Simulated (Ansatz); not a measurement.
An elastic constant from a strain scan in SnSe

All numbers below come from Ansatz, DFT PBEsol, scalar-relativistic, plane waves, PAW. Settings: plane waves to 420 eV, k-mesh 8×8×8 (Γ-centred), Gaussian smearing 0.05 eV. No spin polarisation. Energies are free energies at this smearing, counted from the undisturbed cell; pressure is positive in compression.

The starting cell (relaxed at this level; this rock-salt form isn't the usual structure):

```xyz
2
Lattice="0.0000 2.9728 2.9728 2.9728 0.0000 2.9728 2.9728 2.9728 0.0000" Properties=species:S:1:pos:R:3 pbc="T T T"
Sn    0.0000    0.0000    0.0000
Se    2.9728    2.9728    2.9728
```

The cell is strained by ε times the Voigt pattern (1, 0, 0, 0, 0, 0) (xx, yy, zz, yz, xz, xy; engineering shear) with fractional coordinates fixed. The cell holds 2 atoms in V0 = 52.54 Å³. The stress column is τ = (1/V0) dE/dε, got from the stress tensor σ (compression positive) at each point as −det(1 + εP) σ : P(1 + εP)⁻¹, with P the pattern as a tensor.

| ε | ΔE (meV/atom) | τ (GPa) |
| --- | --- | --- |
| -0.1000 | 177.348 | -25.439 |
| -0.0750 | 90.984 | -16.925 |
| -0.0500 | 36.644 | -9.837 |
| -0.0250 | 8.275 | -4.244 |
| 0.0000 | 0.000 | 0.002 |
| 0.0250 | 6.767 | 3.129 |
| 0.0500 | 24.415 | 5.348 |
| 0.0750 | 49.630 | 6.848 |
| 0.0875 | 64.229 | 7.377 |
| 0.1000 | ? | ? |

Q: Which combination of elastic constants does this scan measure, and how large is it?

A: For small ε, τ = τ0 + Kε with K = pᵀCp, which for this pattern is C11 in the cubic axes. The parabola through τ at ε = -0.0250, 0 and 0.0250 has slope K = 147 GPa at zero. The energies per cell, E = NΔE, of the same two points give K = 2[E(ε₊)/ε₊ − E(ε₋)/ε₋]/[(ε₊ − ε₋)V0] = 147 GPa, in agreement.

Q: Predict the withheld row at ε = 0.1000 from the harmonic law, and compare.

A: ΔE = V0(τ0 ε + Kε²/2)/N = 120.935 meV/atom and τ = 14.75 GPa. The calculation gives 79.784 meV/atom and 7.78 GPa: the energy lies 34 % below the harmonic value, as bonds soften when stretched.